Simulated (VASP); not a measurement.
A run of VASP 6.6.1:

Contents of INCAR:

```
PREC     = Accurate       # precision mode
ENCUT    = 520            # plane-wave cutoff, eV
EDIFF    = 1E-7           # SCF threshold, eV
ISMEAR   = 0              # smearing method
SIGMA    = 0.02           # smearing width, eV
LREAL    = F              # projectors in reciprocal space
LASPH    = T              # aspherical terms in the spheres
NELM     = 100            # most SCF steps
ALGO     = Normal         # electronic algorithm
ISIF     = 3              # what is computed and relaxed
LWAVE    = F              # write WAVECAR
LCHARG   = F              # write CHGCAR
GGA      = PE             # functional
IBRION   = 2              # ionic algorithm
NSW      = 80             # ionic steps
EDIFFG   = -0.002         # ionic threshold
```

KPOINTS

```
Automatic mesh
0
Gamma
  2 2 2
```

Contents of POSCAR:

```
CdTe
1.0
    0.0000000000      3.2050000000      3.2050000000
    3.2050000000      0.0000000000      3.2050000000
    3.2050000000      3.2050000000      0.0000000000
Cd Te
1 1
Direct
    0.0000000000      0.0000000000      0.0000000000
    0.2500000000      0.2500000000      0.2500000000
```

Potentials or basis: VASP PAW PBE potentials, release 64 (Cd, Te).

The run is started by

```bash
$ cat potpaw_PBE.64/Cd/POTCAR potpaw_PBE.64/Te/POTCAR > POTCAR
$ mpirun -np 1 vasp_std > vasp.out
```

Hardware: 1 thread of AMD EPYC 9R45 96-Core Processor (Zen 5) (shared host).

Q: How long does it take, and how much memory?

A: It took 37 s on 1 thread of AMD EPYC 9R45 96-Core Processor (Zen 5) (shared host), peak memory 0.17 GiB. Counts: scf iterations 95, k points 3, ion steps 19.
